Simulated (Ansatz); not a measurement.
KBr:

```
Br K
1.0
     0.00000    3.30000    3.30000
     3.30000    0.00000    3.30000
     3.30000    3.30000    0.00000
Br K
1 1
Cartesian
  3.3000 3.3000 3.3000
  0.0000 0.0000 0.0000
```

Base run:

- Program: Ansatz 0.2.0
- Functional: PBE
- Potentials or basis: Ansatz PAW
- Cutoff: 420 eV (not typed: the program's choice for these potentials)
- k mesh: 5 × 5 × 5
- Occupations: fermi-dirac, width 0.05 eV
- Spin: spin-orbit coupling, no magnetisation

Its results: band gap on the k mesh 4.27 eV, direct; pressure 0.7 GPa.

Question: The run is repeated on the same cell with these changes: functional from PBE to LDA. What comes out?

Answer: Band gap on the k mesh 3.87 eV, direct; pressure -1.6 GPa.

LDA binds more tightly than PBE, so the same cell stands under less pressure.

Caveats: the PAW data sets come from PBE, with cores solved anew for the run's functional, which leaves a small shift of forces and pressure (some runs).
